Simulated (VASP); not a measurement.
# ZnO (zincite) (P6_3mc) in VASP: notebook

The runs below take ZnO (zincite) through relaxation of shape and atoms at fixed volume, with r2SCAN.

All numbers are computed with VASP 6.6.1; they aren't measurements. Logs are shortened: lines on timing, memory, paths and dates and some standing lists are left out, and cuts for length are marked.

**What was measured.**

From “Electronic structure of alkaline earth and post-transition metal oxides”, 2009, arxiv:0908.1581, for a bulk crystal of ZnO: band gap 3.37 eV.

The runs below are set against these values where they give the same quantity.

### Step 1. Starting point

The structure is hexagonal, space group P6_3mc (No. 186). The conventional cell has a = 3.241 Å, b = 3.241 Å, c = 5.217 Å, α = 90.00°, β = 90.00°, γ = 120.00°. Zn (site symmetry 3m) has 4 O at 1.97 to 1.98 Å as nearest neighbours. O (site symmetry 3m) is surrounded by 4 Zn at 1.97 to 1.98 Å.

### Step 2. Relaxation of shape and atoms at fixed volume, r2SCAN

INCAR reads:

```
SYSTEM = ZnO
PREC = Accurate
ENCUT = 600
EDIFF = 1E-7
ISMEAR = 0
SIGMA = 0.03
LREAL = .False.
LASPH = .True.
NELM = 80
ALGO = Normal
ISIF = 4
LWAVE = .False.
LCHARG = .False.
METAGGA = R2SCAN
LMIXTAU = .True.
IBRION = 2
NSW = 40
EDIFFG = -0.01
```

KPOINTS reads:

```
regular mesh
0
Gamma
  9 9 5
  0 0 0
```

POSCAR reads:

```
ZnO                                     
1.0
    3.2408380726      0.0000000000      0.0000000000
   -1.6204190363      2.8066481004      0.0000000000
   -0.0000000000     -0.0000000000      5.2174932493
  Zn              O             
     2     2
Direct
     0.3333333332999970    0.6666666667000030    0.4997042150177862
     0.6666666667000030    0.3333333332999970    0.9997042150177862
     0.6666666667000030    0.3333333332999970    0.3793057849822148
     0.3333333332999970    0.6666666667000030    0.8793057849822148
```

Potentials or basis: VASP PAW PBE potentials, release 64 (Zn, O).

Started as:

```sh
$ cat potpaw_PBE.64/Zn/POTCAR potpaw_PBE.64/O/POTCAR > POTCAR
$ mpirun -np 1 vasp_std > vasp.out
```

OUTCAR:

```text
SYSTEM = ZnO
   PREC = Accurate
   ENCUT = 600
   EDIFF = 1E-7
   ISMEAR = 0
   LREAL = .False.
   LASPH = .True.
   NELM = 80
   ISIF = 4
   METAGGA = R2SCAN
   IBRION = 2
   NSW = 40
   EDIFFG = -0.01

 ion  position               nearest neighbor table
   1  0.333  0.667  0.500-   3 1.97   3 1.97   3 1.97   4 1.98
   2  0.667  0.333  1.000-   4 1.97   4 1.97   4 1.97   3 1.98
   3  0.667  0.333  0.379-   1 1.97   1 1.97   1 1.97   2 1.98
   4  0.333  0.667  0.879-   2 1.97   2 1.97   2 1.97   1 1.98

  LATTYP: Found a hexagonal cell.
 ALAT       =     3.2408380726
 C/A-ratio  =     1.6099209934

  Lattice vectors:

 A1 = (   3.2408380726,   0.0000000000,   0.0000000000)
 A2 = (  -1.6204190363,   2.8066481004,   0.0000000000)
 A3 = (   0.0000000000,   0.0000000000,   5.2174932493)

Analysis of symmetry for initial positions (statically):
=====================================================================
 Subroutine PRICEL returns:
 Original cell was already a primitive cell.

 Routine SETGRP: Setting up the symmetry group for a
 hexagonal supercell.

 Subroutine GETGRP returns: Found 12 space group operations
 (whereof  6 operations were pure point group operations)
 out of a pool of 24 trial point group operations.

The static configuration has the point symmetry C_3v.
 The point group associated with its full space group is C_6v.

Analysis of symmetry for dynamics (positions and initial velocities):
=====================================================================
 Subroutine PRICEL returns:
 Original cell was already a primitive cell.

 Routine SETGRP: Setting up the symmetry group for a
 hexagonal supercell.

 Subroutine GETGRP returns: Found 12 space group operations
 (whereof  6 operations were pure point group operations)
 out of a pool of 24 trial point group operations.

The dynamic configuration has the point symmetry C_3v.
 The point group associated with its full space group is C_6v.

 Subroutine INISYM returns: Found 12 space group operations
 (whereof  6 operations are pure point group operations),
 and found     1 'primitive' translations

----------------------------------------------------------------------------------------

                                     Primitive cell

  volume of cell :      47.4578

  direct lattice vectors                    reciprocal lattice vectors
     3.240838073  0.000000000  0.000000000     0.308562161  0.178148447  0.000000000
    -1.620419036  2.806648100  0.000000000     0.000000000  0.356296894  0.000000000
     0.000000000  0.000000000  5.217493249     0.000000000  0.000000000  0.191662922

  length of vectors
     3.240838073  3.240838073  5.217493249     0.356296894  0.356296894  0.191662922

  position of ions in fractional coordinates (direct lattice)
     0.333333333  0.666666667  0.499704215
     0.666666667  0.333333333  0.999704215
     0.666666667  0.333333333  0.379305785
     0.333333333  0.666666667  0.879305785

  ion indices of the primitive-cell ions
   primitive index   ion index
                 1           1
                 2           2
                 3           3
                 4           4

----------------------------------------------------------------------------------------

 KPOINTS: regular mesh

Automatic generation of k-mesh.
 Grid dimensions read from file:
 generate k-points for:    9    9    5

 Generating k-lattice:

  Cartesian coordinates                     Fractional coordinates (reciprocal lattice)
     0.034284685  0.019794272  0.000000000     0.111111111  0.000000000  0.000000000
     0.000000000  0.039588544  0.000000000     0.000000000  0.111111111  0.000000000
     0.000000000  0.000000000  0.038332584     0.000000000  0.000000000  0.200000000

  Length of vectors
     0.039588544  0.039588544  0.038332584

  Shift w.r.t. Gamma in fractional coordinates (k-lattice)
     0.000000000  0.000000000  0.000000000

 Subroutine IBZKPT returns following result:
 ===========================================

 Found     36 irreducible k-points:

 Following reciprocal coordinates:
            Coordinates               Weight
  0.000000  0.000000  0.000000      1.000000
  0.111111  0.000000  0.000000      6.000000
  0.222222  0.000000  0.000000      6.000000
  0.333333  0.000000  0.000000      6.000000
  0.444444  0.000000  0.000000      6.000000
  0.111111  0.111111  0.000000      6.000000
[... 16 lines left out ...]
  0.333333  0.222222  0.200000     24.000000
  0.333333  0.333333  0.200000      4.000000
 [... further k-points ...]
   k-points           NKPTS =     36   k-points in BZ     NKDIM =     36   number of bands    NBANDS=     22
   number of dos      NEDOS =    301   number of ions     NIONS =      4
   total plane-waves  NPLWV =  32928
   dimension x,y,z NGX =    28 NGY =   28 NGZ =   42
   dimension x,y,z NGXF=    56 NGYF=   56 NGZF=   84
   ions per type =               2   2
   NGX,Y,Z   is equivalent  to a cutoff of  14.36, 14.36, 13.38 a.u.
   NGXF,Y,Z  is equivalent  to a cutoff of  28.73, 28.73, 26.77 a.u.
 SYSTEM =  ZnO
   PREC   = accura    normal or accurate (medium, high low for compatibility)
   ISTART =      0    job   : 0-new  1-cont  2-samecut
   ICHARG =      2    charge: 1-file 2-atom 10-const
   ISPIN  =      1    spin polarized calculation?
   LNONCOLLINEAR =      F non collinear calculations
   LSORBIT =      F    spin-orbit coupling
   LASPH  =      T    aspherical Exc in radial PAW
   ENCUT  =  600.0 eV  44.10 Ry    6.64 a.u.   6.47  6.47 10.42*2*pi/ulx,y,z
   NELM   =     80;   NELMIN=  2; NELMDL= -5     # of ELM steps
   EDIFF  = 0.1E-06   stopping-criterion for ELM
   LREAL  =      F    real-space projection
   EDIFFG = -.1E-01   stopping-criterion for IOM
   NSW    =     40    number of steps for IOM
   IBRION =      2    ionic relax: 0-MD 1-quasi-New 2-CG
   NFREE  =      1    steps in history (QN), initial steepest desc. (CG)
   ISIF   =      4    stress and relaxation
   ISYM   =      2    0-nonsym 1-usesym 2-fastsym
   POTIM  = 0.5000    time-step for ionic-motion
   TEBEG  =    0.0;   TEEND  =   0.0 temperature during run
   PSTRESS=    0.0 pullay stress
   NELECT =      36.0000    total number of electrons
   NUPDOWN=      -1.0000    fix difference up-down
   EMIN   =  10.00;   EMAX   =-10.00  energy-range for DOS
   EFERMI =   0.00;   METHOD = LEGACY
   ISMEAR =     0;   SIGMA  =   0.03  broadening in eV -4-tet -1-fermi 0-gaus
   EFERMI_NEDOS =   21; number of points for ismear=-14 and -15
   IALGO  =     38    algorithm
   IMIX   =      4    mixing-type and parameters
     AMIX     =   0.40;   BMIX     =  1.00
     AMIX_MAG =   1.60;   BMIX_MAG =  1.00
  volume/ion in A,a.u.               =      11.86        80.07
  Fermi-wavevector in a.u.,A,eV,Ry     =   1.493046  2.821448 30.329933  2.229187
  Thomas-Fermi vector in A             =   2.605497
   LORBIT       =      0    0 simple, 1 ext, 2 COOP (PROOUT), +10 PAW based schemes
   METAGGA = R2SCAN    functional components
   LHFCALC =     F    Hartree Fock is set to
   AEXX    =    0.0000 exact exchange contribution
   IVDW    =     0    specifies the selected vdW correction
   LEPSILON=     F    determine dielectric tensor
   LRPA    =     F    only Hartree local field effects (RPA)
 conjugate gradient relaxation of ions
 non-spin polarized calculation
 Gauss-broadening in eV      SIGMA  =   0.03
  energy-cutoff  :      600.00
  volume of cell :       47.46
 maximum number of plane-waves:      1605
 NGX is ok and might be reduce to    28
   NGX = 13   NGY = 13   NGZ = 21

 number of electron      36.0000008 magnetization

 Free energy of the ion-electron system (eV)
  ---------------------------------------------------
  ext. energy  EPLUGINS =         0.00000000
  ---------------------------------------------------
  free energy    TOTEN  =       -36.32390935 eV

  energy without entropy =      -36.32390935  energy(sigma->0) =      -36.32390935

 E-fermi :   1.0739     XC(G=0): -11.6787

 val. band max:        0.8733288794   @ k =   0.0000   0.0000   0.0000
 cond. band min:       2.1023546348   @ k =   0.0000   0.0000   0.0000
 fundamental gap:      1.2290257554
 Fermi energy:         1.0739189449

 k-point     1 :       0.0000    0.0000    0.0000
  band No.  band energies     occupation
      1     -18.2326      2.00000
      2     -17.5426      2.00000
      3      -4.9594      2.00000
      4      -4.9593      2.00000
      5      -4.9062      2.00000
      6      -4.8407      2.00000
[... 14 lines left out ...]
     21       9.6940      0.00000
     22      14.5760      0.00000

 k-point     2 :       0.1111    0.0000    0.0000
  band No.  band energies     occupation
      1     -18.1679      2.00000
      2     -17.5140      2.00000
      3      -5.0314      2.00000
      4      -4.9186      2.00000
      5      -4.8646      2.00000
      6      -4.7858      2.00000
[... 14 lines left out ...]
     21       9.6762      0.00000
     22      13.3095      0.00000

 k-point     3 :       0.2222    0.0000    0.0000
  band No.  band energies     occupation
      1     -17.9955      2.00000
      2     -17.4456      2.00000
      3      -5.1701      2.00000
      4      -4.8487      2.00000
      5      -4.8219      2.00000
      6      -4.7070      2.00000
[... 14 lines left out ...]
     21       9.6084      0.00000
     22      11.5472      0.00000
[... 476 lines left out ...]
 k-point    23 :       0.3333    0.2222    0.2000
  band No.  band energies     occupation
      1     -17.5042      2.00000
      2     -17.3812      2.00000
      3      -5.0221      2.00000
      4      -4.8330      2.00000
      5      -4.6648      2.00000
      6      -4.4668      2.00000
[... 14 lines left out ...]
     21       9.6052      0.00000
     22      10.2434      0.00000

 k-point    24 :       0.3333    0.3333    0.2000
  band No.  band energies     occupation
      1     -17.4178      2.00000
      2     -17.4178      2.00000
      3      -4.9416      2.00000
      4      -4.7050      2.00000
      5      -4.7050      2.00000
      6      -4.3698      2.00000
[... 14 lines left out ...]
     21       9.3526      0.00000
     22       9.5157      0.00000

 [... further k-points ...]

------------------------ aborting loop because EDIFF is reached ----------------------------------------

  FORCE on cell =-STRESS in cart. coord.  units (eV):
  Direction    XX          YY          ZZ          XY          YZ          ZX
  --------------------------------------------------------------------------------------
  -------------------------------------------------------------------------------------
  Total       -0.0058671     -0.0058671      0.0151855      0.0000000      0.0000000     -0.0000000
  in kB       -0.1980735     -0.1980735      0.5126641      0.0000000      0.0000000     -0.0000000
  external PRESSURE =       0.0388390 kB  Pullay stress =       0.0000000 kB

 VOLUME and BASIS-vectors are now :
 -----------------------------------------------------------------------------
  energy-cutoff  :      600.00
  volume of cell :       47.46
      direct lattice vectors                 reciprocal lattice vectors
     3.240838073  0.000000000  0.000000000     0.308562161  0.178148447  0.000000000
    -1.620419036  2.806648100  0.000000000     0.000000000  0.356296894  0.000000000
     0.000000000  0.000000000  5.217493249     0.000000000  0.000000000  0.191662922

 POSITION                                       TOTAL-FORCE (eV/Angst)
 -----------------------------------------------------------------------------------
     -0.00000      1.87110      2.60720         0.000000     -0.000000      0.002483
      1.62042      0.93555      5.21595        -0.000000      0.000000      0.002483
      1.62042      0.93555      1.97903        -0.000000      0.000000     -0.002483
     -0.00000      1.87110      4.58777         0.000000     -0.000000     -0.002483
 -----------------------------------------------------------------------------------
    total drift:                                0.000000      0.000000      0.058985

  FREE ENERGIE OF THE ION-ELECTRON SYSTEM (eV)
  ---------------------------------------------------
  free  energy   TOTEN  =       -36.3239093497 eV

  energy  without entropy=      -36.3239093497  energy(sigma->0) =      -36.32390935

 reached required accuracy - stopping structural energy minimisation
```

It took 5.6 min on 1 thread of Intel Xeon Platinum 8375C at 2.90GHz (Ice Lake), shared host; peak memory 0.2 GiB.

Results:

```
Free energy             : -36.3239 eV
Pressure after relaxing : 0.0 GPa
Band gap on the k mesh  : 1.23 eV, direct
```

Forces in eV/Å, atoms in the order of the input:
```
Zn   0.000  0.000  0.002
Zn   0.000  0.000  0.002
O    0.000  0.000 -0.002
O    0.000  0.000 -0.002
```

Final structure:
```cif
data_structure
_symmetry_space_group_name_H-M 'P 1'
_symmetry_Int_Tables_number 1
_cell_length_a 3.2408
_cell_length_b 3.2408
_cell_length_c 5.2175
_cell_angle_alpha 90.000
_cell_angle_beta 90.000
_cell_angle_gamma 120.000
_cell_volume 47.46
loop_
_atom_site_label
_atom_site_type_symbol
_atom_site_fract_x
_atom_site_fract_y
_atom_site_fract_z
_atom_site_occupancy
Zn1 Zn 0.33333 0.66667 0.49970 1
Zn2 Zn 0.66667 0.33333 0.99970 1
O1 O 0.66667 0.33333 0.37931 1
O2 O 0.33333 0.66667 0.87931 1
```

Levels at points of the mesh, in eV from the valence-band top:
```csv
k point,band 16,band 17,band 18,band 19,band 20,band 21
"(0.00, 0.00, 0.00)",-0.09,0.00,0.00,1.23,5.86,8.82
```

Caveat: the relaxation stopped at its first step, so nothing moved; the PAW data sets were made with another functional, which shifts forces and pressure a little.

### Step 3. Relaxation of shape and atoms at fixed volume, r2SCAN (a relaxed cell with its volume scaled by 1.02)

INCAR is that of step 2.

KPOINTS is that of step 2.

POSCAR: that of step 2 with these lines changed.

```diff
@@ -2,5 +2,5 @@
 1.0
-    3.2408380726      0.0000000000      0.0000000000
-   -1.6204190363      2.8066481004      0.0000000000
-   -0.0000000000     -0.0000000000      5.2174932493
+    3.2623012018      0.0000000000      0.0000000000
+   -1.6311506010      2.8252357156      0.0000000000
+   -0.0000000000     -0.0000000000      5.2520471917
   Zn              O
```

Potentials or basis: VASP PAW PBE potentials, release 64 (Zn, O).

Started as:

```sh
$ cat potpaw_PBE.64/Zn/POTCAR potpaw_PBE.64/O/POTCAR > POTCAR
$ mpirun -np 1 vasp_std > vasp.out
```

It took 6 min on 1 thread of Intel Xeon Platinum 8375C at 2.90GHz (Ice Lake), shared host; peak memory 0.21 GiB.

It converged, with:

```
Free energy                  : -36.3169 eV
Pressure after relaxing      : -2.8 GPa
Largest force after relaxing : 0.007 eV/Å
Band gap on the k mesh       : 1.20 eV, direct
```

Forces in eV/Å, atoms in the order of the input:
```
Zn   0.000  0.000  0.007
Zn   0.000  0.000  0.007
O    0.000  0.000 -0.007
O    0.000  0.000 -0.007
```

Stress tensor (GPa, compression positive):
```
-2.84  0.00  0.00
 0.00 -2.84  0.00
 0.00  0.00 -2.76
```

Final structure:
```
Zn O
1.0
     3.26230    0.00000    0.00000
    -1.63115    2.82524    0.00000
     0.00000    0.00000    5.25205
Zn O
2 2
Direct
  0.33333 0.66667 0.49970
  0.66667 0.33333 0.99970
  0.66667 0.33333 0.37931
  0.33333 0.66667 0.87931
```

Levels at points of the mesh, in eV from the valence-band top:
```
           k point  band 15  band 16  band 17  band 18  band 19  band 20  band 21  band 22
(0.00, 0.00, 0.00)    -0.79    -0.08     0.00     0.00     1.20     5.78     8.75    13.60
```

Caveat: the relaxation stopped at its first step, so nothing moved; the PAW data sets were made with another functional, which shifts forces and pressure a little.

### Step 4. Comparison with measurements

Step 2. A measured gap of ZnO is 3.37 eV (quoted in “Electronic structure of alkaline earth and post-transition metal oxides”, 2009, arxiv:0908.1581); the calculated 1.23 eV misses it by -2.14 eV. So large a miss can be the level of theory's own, or it may mean another phase, state or a wrong row. The value is that of r2SCAN, without temperature or zero-point motion.
